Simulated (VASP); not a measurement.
Write the native input for VASP 6.6.1 that does the following.

```
Task                   : band structure
Functional             : RPBE
Potentials or basis    : VASP PAW PBE potentials, release 64 (Ti_sv, O)
Cutoff                 : 520 eV
k mesh                 : 6 × 6 × 9
Occupations            : fermi-dirac, width 0.05 eV
Spin                   : no spin polarisation
Further INCAR settings : ALGO = Normal; EDIFF = 1e-06; NBANDS = 33
```

Crystal: TiO2.

```
Ti O
1.0
     4.59984    0.00000    0.00000
     0.00000    4.59984    0.00000
     0.00000    0.00000    2.95921
Ti O
2 4
Direct
  0.00000 0.00000 0.50000
  0.50000 0.50000 0.00000
  0.30432 0.30432 0.50000
  0.19568 0.80432 0.00000
  0.80432 0.19568 0.00000
  0.69568 0.69568 0.50000
```

The cell is a database's computed one.

These files were run (other wordings do the same):

POSCAR

```
TiO2
1.0
    4.5998373239      0.0000000000      0.0000000000
    0.0000000000      4.5998373239      0.0000000000
    0.0000000000      0.0000000000      2.9592135600
Ti O
2 4
Direct
    0.0000000000      0.0000000000      0.5000000000
    0.5000000000      0.5000000000      0.0000000000
    0.3043213200      0.3043213200      0.5000000000
    0.1956786800      0.8043213200      0.0000000000
    0.8043213200      0.1956786800      0.0000000000
    0.6956786800      0.6956786800      0.5000000000
```

INCAR.step1

```
PREC = Accurate
ENCUT = 520
EDIFF = 1E-6
ISMEAR = -1
SIGMA = 0.05
LREAL = False
LASPH = True
NELM = 60
ALGO = Normal
ISIF = 2
LWAVE = False
LCHARG = True
LMAXMIX = 4
GGA = RP
NBANDS = 33
```

KPOINTS.step1

```
Automatic mesh
0
Gamma
  6 6 9
```

INCAR.step2

```
PREC = Accurate
ENCUT = 520
EDIFF = 1E-6
ISMEAR = 0
SIGMA = 0.05
LREAL = False
LASPH = True
NELM = 60
ALGO = Normal
ISIF = 2
LWAVE = False
LCHARG = False
LMAXMIX = 4
GGA = RP
NBANDS = 33
ICHARG = 11
```

KPOINTS.step2

```
path GXMGZRAZ,XR,MA
15
line-mode
reciprocal
 0.0000000000  0.0000000000  0.0000000000  G
 0.0000000000  0.5000000000  0.0000000000  X

 0.0000000000  0.5000000000  0.0000000000  X
 0.5000000000  0.5000000000  0.0000000000  M

 0.5000000000  0.5000000000  0.0000000000  M
 0.0000000000  0.0000000000  0.0000000000  G

 0.0000000000  0.0000000000  0.0000000000  G
 0.0000000000  0.0000000000  0.5000000000  Z

 0.0000000000  0.0000000000  0.5000000000  Z
 0.0000000000  0.5000000000  0.5000000000  R

 0.0000000000  0.5000000000  0.5000000000  R
 0.5000000000  0.5000000000  0.5000000000  A

 0.5000000000  0.5000000000  0.5000000000  A
 0.0000000000  0.0000000000  0.5000000000  Z

 0.0000000000  0.5000000000  0.0000000000  X
 0.0000000000  0.5000000000  0.5000000000  R

 0.5000000000  0.5000000000  0.0000000000  M
 0.5000000000  0.5000000000  0.5000000000  A
```

Potentials or basis: VASP PAW PBE potentials, release 64 (Ti_sv, O).

Run with:

```bash
$ cat potpaw_PBE.64/Ti_sv/POTCAR potpaw_PBE.64/O/POTCAR > POTCAR
$ cp INCAR.step1 INCAR
$ cp KPOINTS.step1 KPOINTS
$ mpirun -np 1 vasp_std > vasp.out
$ cp INCAR.step2 INCAR
$ cp KPOINTS.step2 KPOINTS
$ mpirun -np 1 vasp_std > vasp.out
```

Results of the run:

```
Band gap on the k mesh  : 1.87 eV, direct
Band gap along the path : 1.87 eV, direct
```

Caveat: the log is that of the step along the path at fixed density, whose energy, stress, charges and moments have no meaning.

Run time: 2.6 min on 1 thread of Intel(R) Xeon(R) 6975P-C (Granite Rapids) (shared host), peak memory 0.32 GiB.
